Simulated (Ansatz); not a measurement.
# Sc (P6_3/mmc) in Ansatz: a series of runs

Runs on Sc. Level: LDA. Tasks: single point, equation of state.

Program: Ansatz 0.2.0. These are calculated values, not measurements. Logs are shortened: lines on timing, memory, paths and dates and some standing lists are left out, and cuts for length are marked.

## (1) Starting point

It takes space group P6_3/mmc (No. 194, hexagonal). Conventional cell: a = 3.309 Å, b = 3.309 Å, c = 5.273 Å, α = 90.00°, β = 90.00°, γ = 120.00°. Sc (site symmetry -6m2) has 12 Sc at 3.26 to 3.31 Å as nearest neighbours.

## (2) Single point, LDA, 23.50 Å³/atom (volume scaled by 0.94)

Input file input.yaml:

```yaml
crystal:
  lattice:
    - [3.2414504337, 0.0, 0.0]
    - [-1.6207252169, 2.8071784207, 0.0]
    - [0.0, 0.0, 5.1656514271]
  atoms:
    - { symbol: Sc, position: [0.6666666667, 0.3333333333, 0.75] }
    - { symbol: Sc, position: [0.3333333333, 0.6666666667, 0.25] }
kpoints:
  mp_grid: { grid: [9, 9, 5] }
scf:
  occupations: { method: fermi_dirac, width: 0.05 }
hamiltonian:
  xc: lda
  pseudopotentials: { kind: all_electron, lapw: { basis_error: 0.001 } }
output:
  forces: true
  stress: true
  eigenvalues: true
```

Potentials or basis: all-electron LAPW, scalar-relativistic.

Launch:

```
$ ansatz run input.yaml --threads 1 --pin off --max-ram 3072MiB --backend cpu --events-out ev --progress --plain --runs-dir out
```

The program printed:

```text
Warning: RAYON_NUM_THREADS=1 ignored (pool sized by the plan → 1); use --threads N
LAPW: plane waves up to 6.779 Å⁻¹, error target 1.0e-3 eV per atom; small_component_spin mean_spin; Sc in spheres of 1.595 Å, 11 of its electrons in bands, Dirac shells [] (how accurate: hamiltonian.pseudopotentials.lapw.basis_error, Limitations)
Engine: ansatz 0.2.0, aarch64-unknown-linux-gnu
Pseudopotentials: kind: all_electron
Pseudopotential: Sc, LAPW, valence charge 11, lapw/all_electron/scalar/gaussian/Sc, Koelling and Harmon's equation, gaussian nucleus
Functional definition: SPW92
  exchange = slater_x
  correlation = pw_c
Crystal: 2 atoms, lattice volume = 47.004 Å³
Basis set: ecut = 175.09094586061397 eV, 251 PW (Γ), exchange–correlation at level 2
Bands: 15, of which v1, the nominal top of the filled ones, is band 11 counted from 1 (10 counted from 0)
Symmetry: 24 space group operations
Space group: P63/mmc (ITA 194), of the structure as read, at distance tolerance 3.6e-5 Å
k-points: 36 of 405
Non-local potential: Sc, projectors of the file, none
Initial density: superposition of atomic densities (chi_scale 0.1, normalization cell)
Initial wavefunctions: plane waves of lowest kinetic energy (no species holds an atomic orbital)
Functional: x = slater, c = lda
iter 1 solved again at ethr=2.40e-4 eV; its pass at ethr=1.00e-1 eV (dr2=5.28e-2 eV) is discarded
SCF iter   1: F=—  HF=-41497.779973 eV  |F-HF|=—  |Δ(HF+E_count)|=         —  Δρ=1.13e-2  dr2=5.35e-2  ethr=2.40e-4  ⟨swp⟩=2.9  Hψ=4006  notcnv=0
preconditioner: auto → none  [metal: Δε(μ)=0.011 eV  Ē_g=2.638 eV  σ=0.050 eV  W_gap=0.06  n_scr=8 (ndim 8)  ℏωp=13.3 eV  f_vac=0.000  D(μ)=4.21/eV (n_scr^D=42)  sad-step TF]
SCF iter   2: F=—  HF=-41497.700249 eV  |F-HF|=—  |Δ(HF+E_count)|=   7.97e-2  Δρ=5.54e-3  dr2=1.47e-2  ethr=2.40e-4  ⟨swp⟩=2.9  Hψ=1971  notcnv=0
SCF iter   3: F=—  HF=-41497.700003 eV  |F-HF|=—  |Δ(HF+E_count)|=   2.46e-4  Δρ=2.68e-3  dr2=3.41e-3  ethr=6.66e-5  ⟨swp⟩=2.0  Hψ=1750  notcnv=0
iter 4 solved again at ethr=2.58e-8 eV; its pass at ethr=1.55e-5 eV (dr2=5.67e-6 eV) is discarded
SCF iter   4: F=—  HF=-41497.700265 eV  |F-HF|=—  |Δ(HF+E_count)|=   2.62e-4  Δρ=1.04e-4  dr2=5.69e-6  ethr=2.58e-8  ⟨swp⟩=3.0  Hψ=2934  notcnv=0
SCF iter   5: F=-41497.700264 eV  HF=-41497.700264 eV  |F-HF|=2.13e-8  |Δ(HF+E_count)|=   1.40e-6  Δρ=9.90e-6  dr2=5.17e-8  ethr=2.58e-8  ⟨swp⟩=2.9  Hψ=1854  notcnv=0
SCF 1 converged in 5 iterations: F = -41497.700264 eV  dr2 = 5.17e-8
SCF converged after 5 iterations
Free energy (F): -41497.700264 eV
Harris-Foulkes:  -41497.700264 eV  (|F-HF|=2.13e-8)
Internal energy: -41497.665313 eV  (E = F + TS)
E sigma→0 (E₀):  -41497.682789 eV
Entropy (-TS):   -0.034950 eV (-17.475 meV/atom)
Fermi energy:    9.862363 eV
--- Per-component energies (eV) ---
  E_band       = -317.476976
  E_kinetic    = 41832.738863
  E_xc         = -2031.626131
  E_electrostatic = -81298.778045  (all electrons and nuclei)
  E_smearing   = -0.034950  (= −TS)
  E_closure    = 0.000000  (closes the sum)
  E_atoms      = -41487.480998  (free atoms, spherical and without spin; not in F)
  Σ components = -41497.700264   (vs F -41497.700264, Δ=0.00e0)
  Basis errors (estimates in eV, not in F): energy 7.6e-5 per atom: plane waves 6.9e-5 (3.5e-5 summed), levels above the bands 1.5e-18, relativity 1.2e-9, radial functions 7.2e-6, core shells 8.0e-9; eigenvalues (radial functions only) 7.9e-7; not estimated: angular momenta, meshes, grids; target (lapw.basis_error) 1.0e-3; muffin-tin radii Sc 1.595 Å
--- Forces (eV/Å), atoms counted from 1 ---
  atom   1  Sc     0.00000000     0.00000000     0.00000000
  atom   2  Sc    -0.00000000    -0.00000000     0.00000000
  max |Σ_I F_I| component: 3.70e-17 eV/Å
--- Stress (GPa, compression-positive) ---
       -1.642082       0.000000       0.000000
        0.000000      -1.642082       0.000000
        0.000000       0.000000      -3.659743
  P = ⅓ Tr σ = -2.3146 GPa (-23.146 kbar)
--- Band table (eV; the first three rows and the last of 36) ---
  k-point 0: bands = ["-38.9303", "-38.8463", "-18.0698", "-17.6561", "-17.6561", "-17.5852", "-17.5852", "-17.5655", "4.6953", "8.1122", "10.5039", "11.4760", "11.4760", "11.5998", "11.9180"]
  k-point 1: bands = ["-38.9223", "-38.8544", "-18.0233", "-17.6494", "-17.6494", "-17.6154", "-17.5920", "-17.5920", "4.9675", "7.7614", "10.4036", "11.3858", "11.3858", "11.4237", "11.7747"]
  k-point 2: bands = ["-38.9014", "-38.8755", "-17.9000", "-17.7443", "-17.6317", "-17.6317", "-17.6098", "-17.6098", "5.7305", "6.7994", "10.5486", "10.9903", "11.3566", "11.3566", "11.5134"]
  k-point 35: bands = ["-38.8367", "-38.8367", "-17.9584", "-17.9584", "-17.8790", "-17.8297", "-17.6602", "-17.6602", "9.4356", "9.4508", "9.6022", "9.6022", "10.2883", "10.2883", "12.0803"]
```

It took 4.3 s on 1 thread of Arm Neoverse V1, shared host; peak memory 0.24 GiB.

Results:

```
Free energy            : -41497.7003 eV
Pressure               : -2.3 GPa
Band gap on the k mesh : none (metal or under the smearing width)
```

## (3) Single point, LDA, 24.00 Å³/atom (volume scaled by 0.96)

input.yaml, as its differences from that of step 2:

```diff
@@ -2,5 +2,5 @@
   lattice:
-    - [3.2414504337, 0.0, 0.0]
-    - [-1.6207252169, 2.8071784207, 0.0]
-    - [0.0, 0.0, 5.1656514271]
+    - [3.2642783016, 0.0, 0.0]
+    - [-1.6321391508, 2.8269479342, 0.0]
+    - [0.0, 0.0, 5.2020304526]
   atoms:
```

Potentials or basis: all-electron LAPW, scalar-relativistic.

Launch:

```
$ ansatz run input.yaml --threads 1 --pin off --max-ram 3072MiB --backend cpu --events-out ev --progress --plain --runs-dir out
```

Run time: 4.3 s. Hardware: 1 thread of Arm Neoverse V1, shared host; peak memory 0.24 GiB.

The run converged. Its results:

```
Free energy            : -41497.6824 eV
Pressure               : -3.4 GPa
Band gap on the k mesh : none (metal or under the smearing width)
```

## (4) Single point, LDA, 24.50 Å³/atom (volume scaled by 0.98)

input.yaml, as its differences from that of step 3:

```diff
@@ -2,5 +2,5 @@
   lattice:
-    - [3.2642783016, 0.0, 0.0]
-    - [-1.6321391508, 2.8269479342, 0.0]
-    - [0.0, 0.0, 5.2020304526]
+    - [3.2867912771, 0.0, 0.0]
+    - [-1.6433956386, 2.8464447429, 0.0]
+    - [0.0, 0.0, 5.2379076584]
   atoms:
```

Launch:

```
$ ansatz run input.yaml --threads 1 --pin off --max-ram 3072MiB --backend cpu --events-out ev --progress --plain --runs-dir out
```

Wall time 4.3 s (1 thread of Arm Neoverse V1, shared host); peak memory 0.24 GiB.

The run converged. Its results:

```
Free energy            : -41497.6580 eV
Pressure               : -4.4 GPa
Band gap on the k mesh : none (metal or under the smearing width)
```

## (5) Single point, LDA, 25.00 Å³/atom

input.yaml, as its differences from that of step 4:

```diff
@@ -2,5 +2,5 @@
   lattice:
-    - [3.2867912771, 0.0, 0.0]
-    - [-1.6433956386, 2.8464447429, 0.0]
-    - [0.0, 0.0, 5.2379076584]
+    - [3.309, 0.0, 0.0]
+    - [-1.6545, 2.8656780611, 0.0]
+    - [0.0, 0.0, 5.2733]
   atoms:
```

Launch:

```
$ ansatz run input.yaml --threads 1 --pin off --max-ram 3072MiB --backend cpu --events-out ev --progress --plain --runs-dir out
```

Run time: 4.3 s. Hardware: 1 thread of Arm Neoverse V1, shared host; peak memory 0.24 GiB.

The run converged. Its results:

- Free energy: -41497.6278 eV
- Pressure: -5.3 GPa
- Band gap on the k mesh: none (metal or under the smearing width)

## (6) Single point, LDA, 25.50 Å³/atom (volume scaled by 1.02)

input.yaml, as its differences from that of step 5:

```diff
@@ -2,5 +2,5 @@
   lattice:
-    - [3.309, 0.0, 0.0]
-    - [-1.6545, 2.8656780611, 0.0]
-    - [0.0, 0.0, 5.2733]
+    - [3.3309145459, 0.0, 0.0]
+    - [-1.665457273, 2.8846566146, 0.0]
+    - [0.0, 0.0, 5.3082235343]
   atoms:
```

Potentials or basis: all-electron LAPW, scalar-relativistic.

Launch:

```
$ ansatz run input.yaml --threads 1 --pin off --max-ram 3072MiB --backend cpu --events-out ev --progress --plain --runs-dir out
```

Run time: 4.9 s. Hardware: 1 thread of Arm Neoverse V1, shared host; peak memory 0.24 GiB.

Results (log left out):

```
Free energy            : -41497.5922 eV
Pressure               : -6.1 GPa
Band gap on the k mesh : none (metal or under the smearing width)
```

## (7) Single point, LDA, 26.00 Å³/atom (volume scaled by 1.04)

input.yaml, as its differences from that of step 6:

```diff
@@ -2,5 +2,5 @@
   lattice:
-    - [3.3309145459, 0.0, 0.0]
-    - [-1.665457273, 2.8846566146, 0.0]
-    - [0.0, 0.0, 5.3082235343]
+    - [3.3525444672, 0.0, 0.0]
+    - [-1.6762722336, 2.9033886759, 0.0]
+    - [0.0, 0.0, 5.3426934842]
   atoms:
```

Launch:

```
$ ansatz run input.yaml --threads 1 --pin off --max-ram 3072MiB --backend cpu --events-out ev --progress --plain --runs-dir out
```

Run time: 4.9 s. Hardware: 1 thread of Arm Neoverse V1, shared host; peak memory 0.24 GiB.

Results (log left out):

* Free energy: -41497.5517 eV
* Pressure: -6.8 GPa
* Band gap on the k mesh: none (metal or under the smearing width)

## (8) Single point, LDA, 26.50 Å³/atom (volume scaled by 1.06)

input.yaml, as its differences from that of step 7:

```diff
@@ -2,5 +2,5 @@
   lattice:
-    - [3.3525444672, 0.0, 0.0]
-    - [-1.6762722336, 2.9033886759, 0.0]
-    - [0.0, 0.0, 5.3426934842]
+    - [3.3738988294, 0.0, 0.0]
+    - [-1.6869494147, 2.921882096, 0.0]
+    - [0.0, 0.0, 5.3767242965]
   atoms:
```

Launch:

```
$ ansatz run input.yaml --threads 1 --pin off --max-ram 3072MiB --backend cpu --events-out ev --progress --plain --runs-dir out
```

Wall time 4.9 s (1 thread of Arm Neoverse V1, shared host); peak memory 0.24 GiB.

Results (log left out):

```
Free energy            : -41497.5068 eV
Pressure               : -7.5 GPa
Band gap on the k mesh : none (metal or under the smearing width)
```

## (9) Equation of state, LDA

Potentials or basis: all-electron LAPW, scalar-relativistic.

No new run: the results of the series are fitted here.

What came out:

* Equilibrium volume: 22.57 Å³/atom (rough: see the caveat)
* Bulk modulus at fixed shape and positions: 61 GPa (rough)

Energy against volume, from the lowest point:
```tsv
volume (Å³/atom)	energy (meV/atom)
23.502	0.00
24.002	8.95
24.502	21.13
25.002	36.25
25.502	54.05
26.002	74.28
26.502	96.72
```

Caveat: the minimum lies outside the volumes run; the cell was scaled at fixed shape and fractional positions, which overstates the stiffness of a crystal with free parameters, most of all of layers and chains.
